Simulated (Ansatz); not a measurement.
# Starting gap and G0W0 gap of NaCl (Fm-3m) for PBE hybrids with 0 to 90 % exact exchange

The usual rule of thumb for insulators sets the fraction of exact exchange near the inverse dielectric constant, $\alpha \approx 1/\varepsilon_\infty$, so that the hybrid gap already lies close to the quasiparticle gap. We test it on NaCl with a practical brief. A far-ultraviolet photoconductor should generate no free carriers from band to band at wavelengths of 150 nm or longer, and its model needs starting bands that G0W0 changes little. We therefore require a G0W0 gap above the photon energy at 150 nm and a correction of at most 1.5 eV in either direction. Both limits are our own choice. The correction is the G0W0 gap less the starting gap of the same row. The table holds no measured gap, so the brief selects a starting functional and does not certify the material.

## How the numbers were made

Structures are measured cells from a diffraction database. Ansatz 0.2.0, plane waves with PAW (wavefunction cutoff 420 eV), no spin polarisation. One-shot G0W0 by contour deformation on a 6×6×6 mesh with 195 bands and a screening cutoff of 150 eV, short of the basis limit, all fixed; only the start changes: a global hybrid of PBE with a fraction α of exact exchange, self-consistent. All ran on one NVIDIA H100 80GB HBM3 (shared by 3 runs), shared with other work, so times are rough. The PAW files of Ansatz are those of its set soft_1.

Notes on method and selection:

- The G0W0 steps are scalar-relativistic: spin-orbit coupling is not in them.
- Runs that did not converge, have known faults or may not be shown are not listed, and runs on Ansatz's PAW sets soft_1 and soft_2 are kept to separate tables.

Columns:

- α: fraction α of exact exchange in the start (0 is PBE).
- RPA ε∞: RPA ε∞ of the start on the mesh (harmonic mean).
- Z valence: renormalisation factor Z at the valence edge.
- G0W0 gap (eV): G0W0 gap on the mesh.
- start gap (eV): gap of the starting calculation on the same mesh.
- correction (eV): G0W0 gap less start gap.
- time (s): wall time of the whole run.

Input lines of one member:

```
kpoints:
  mp_grid: { grid: [6, 6, 6] }
hamiltonian:
  xc: pbe
  pseudopotentials: { kind: paw, azcp: { folder: soft_1 } }
scf:
  occupations: { method: fixed }
gw:
  n_empty_bands: 187
  ecut_chi: 150.0
  qp_bands: [v2, c2]
  qp_kpoints: band_edges
  screening: { model: contour_deformation }
```

Command (options for logging and memory left out): `ansatz run input.yaml --threads 4 --backend cuda --devices 1 --max-vram 26GiB`

## Table of results

| member | α | RPA ε∞ | Z valence | G0W0 gap (eV) | start gap (eV) | correction (eV) | time (s) |
| --- | --- | --- | --- | --- | --- | --- | --- |
| α = 0 | 0.00 | 2.34 | 0.798 | 7.89 | 5.11 | 2.78 | 13 |
| α = 0.2 | 0.20 | 2.10 | 0.830 | 8.61 | 6.78 | 1.83 | 25 |
| α = 0.3 | 0.30 | 2.02 | 0.843 | 8.91 | 7.63 | 1.29 | 30 |
| α = 0.35 | 0.35 | 1.98 | 0.849 | 9.06 | 8.05 | 1.00 | 28 |
| α = 0.75 | 0.75 | 1.75 | 0.886 | 9.99 | 11.53 | −1.53 | 28 |
| α = 0.9 | 0.90 | 1.69 | 0.897 | 10.28 | 12.85 | −2.57 | 28 |

## Mechanism

Both gaps rise with α in every step of the table, but at very different rates. From α = 0 to 0.90 the starting gap grows by (12.85 − 5.11) / 0.90 = 8.6 eV per unit of α, and the G0W0 gap by (10.28 − 7.89) / 0.90 = 2.7 eV per unit. In all, the starting gap grows by 12.85 − 5.11 = 7.74 eV and the G0W0 gap by 10.28 − 7.89 = 2.39 eV. G0W0 thus removes most of the dependence on the start, but 2.39 / 7.74 = 0.31 of it survives.

The starting gap opens because exact exchange cancels the self-interaction of the filled, mainly chlorine 3p states and binds them more strongly, while the empty states gain no such binding. The valence edge moves down more than the conduction edge moves up.

G0W0 replaces the exchange-correlation potential of the start by a self-energy, so the direct effect of α drops out. An indirect one remains: larger transition energies weaken the screening, and $\varepsilon_\infty$ falls from 2.34 to 1.69. If the exchange that opens the gap is scaled by $1/\varepsilon_\infty$, this change alone gives 8.6 × (1/1.69 − 1/2.34) = 1.4 eV, which has the right sign and the right order of size beside the 2.39 eV found. The starting energies and orbitals that enter the Green's function may add to it.

The rule of thumb agrees with these rows if $\varepsilon_\infty$ is the RPA value of the hybrid start itself, though no row lies between α = 0.35 and 0.75 to show it directly. The product $\alpha\varepsilon_\infty$ is 0.35 × 1.98 = 0.69 in one row and 0.75 × 1.75 = 1.31 in the next, so the condition is met between them. The correction changes sign in the same interval; a straight line puts its zero at 0.35 + (0.75 − 0.35) × 1.00 / (1.00 + 1.53) = 0.51, where $1/\varepsilon_\infty$ of the start is also a little above one half. This is agreement within the calculation and not an independent test, because the same RPA screening enters the G0W0 self-energy.

The outcome also depends on which $\varepsilon_\infty$ is meant. With that of the PBE start the rule gives α = 1 / 2.34 = 0.43, where the same straight line leaves a correction of 1.00 − (0.43 − 0.35) × (1.00 + 1.53) / (0.75 − 0.35) = 0.49 eV. That is no more than the 0.5 eV we allow below for the error of the G0W0 gap, so these rows cannot say which of the two values serves the rule better. A measured $\varepsilon_\infty$, which the table does not hold, could give yet another fraction.

## Members off the line

No row breaks the order: with rising α both gaps and Z increase, while $\varepsilon_\infty$ and the correction decrease. The starting gaps stay within 0.1 eV of the straight line through the two end rows. The G0W0 gaps bow above their own line, by 9.06 − (7.89 + 0.35 × 2.39 / 0.90) = 0.24 eV at α = 0.35. This is a smooth flattening, with a slope of (8.61 − 7.89) / 0.20 = 3.6 eV per unit of α in the first step and (10.28 − 9.99) / 0.15 = 1.9 in the last, and not a stray point.

The differences between rows deserve more trust than the absolute gaps, since all rows share the same truncated basis. The frequency sampling of the self-energy is not among the settings listed as fixed, however. It may differ between rows, and we have not tested its effect on the differences. The two end rows are the weakest as physical starting points, because a one-shot correction of more than 2.5 eV is a large step for a method that assumes a good start.

## What the accuracy costs

The run on PBE took 13 s and the hybrid runs 25 to 30 s, so exact exchange in the self-consistent start roughly doubles the wall time of the whole run. Among the hybrids the wall time shows no clear trend with α, but on a shared card it is too rough to rule one out. The processor time does rise with α, and the starts with the largest fractions need more self-consistency steps than those with the smallest. Applying the exchange operator once costs the same whatever its weight, but a larger weight can mean applying it more often. For about 15 s more, the step from PBE to α = 0.35 reduces the correction from 2.78 to 1.00 eV. At this cell size the price is no reason to stay with PBE, and the fraction can be chosen on physical grounds alone.

## Selection

The gap is turned into a threshold wavelength by $\lambda = hc/E$ with $hc$ = 1240 eV nm. The limit of 150 nm then asks for a gap above 1240 / 150 = 8.27 eV.

The PBE start gives 1240 / 7.89 = 157 nm and fails; its correction of 2.78 eV fails as well. All five hybrid starts meet the wavelength limit, from 1240 / 8.61 = 144 nm at α = 0.20 to 1240 / 10.28 = 121 nm at α = 0.90. The choice of start therefore decides whether NaCl appears to meet the brief at all. One-shot G0W0 on PBE is known to give gaps that are too small for wide-gap ionic crystals, so its rejection of the material carries little weight.

The correction limit removes α = 0.20 (1.83 eV) and α = 0.90 (−2.57 eV). It also removes α = 0.75 (−1.53 eV), though by only 0.03 eV. Two rows remain: α = 0.35 with 1.00 eV and α = 0.30 with 1.29 eV. We pick α = 0.35, with α = 0.30 as runner-up.

For the error of the level we allow roughly 0.5 eV either way on the G0W0 gap, to cover the unfinished basis and the one-shot approximation. The gap of the pick then lies between 9.06 − 0.5 = 8.56 eV and 9.06 + 0.5 = 9.56 eV. Its threshold, 1240 / 9.06 = 137 nm, lies between 1240 / 9.56 = 130 nm and 1240 / 8.56 = 145 nm, still inside the limit. Its correction lies between 1.00 − 0.5 = 0.50 eV and 1.00 + 0.5 = 1.50 eV, just within the brief.

The pick is less secure against α = 0.75 than the printed corrections suggest. A common upward shift of all G0W0 gaps by (1.53 − 1.00) / 2 = 0.27 eV would make the two corrections equal in size, and a larger shift would favour α = 0.75. More bands and a higher screening cutoff could well move the gaps that way, because the compact chlorine 3p states converge more slowly than the conduction edge. A converged pair of runs at these two fractions would settle the choice between them, though a start between the two, near the sign change of the correction, would probably serve the brief better than either.

## Conclusions and limits

Between α = 0 and 0.90, G0W0 reduces the influence of the start to about a third but does not remove it. A Hartree-Fock start lies outside these rows, and the slopes should not be carried over to it.

We expect no omitted effect to exceed the full spread of the G0W0 gaps, 10.28 − 7.89 = 2.39 eV. Two do matter beside the 9.06 − 8.91 = 0.15 eV between the pick and the runner-up. Electron-hole attraction puts the onset of light absorption very roughly 1 eV below the quasiparticle gap, so the crystal absorbs at longer wavelengths than the free-carrier threshold. Lattice vibrations narrow the gap itself by a few tenths of an eV, which the error allowance above does not include and which could use up the margin at its low end.

[Logs are printed without paths, hosts, clocks, repeated set-up lines and the standing remarks that a program may print on its own settings, such as how far it seeks lower states.]
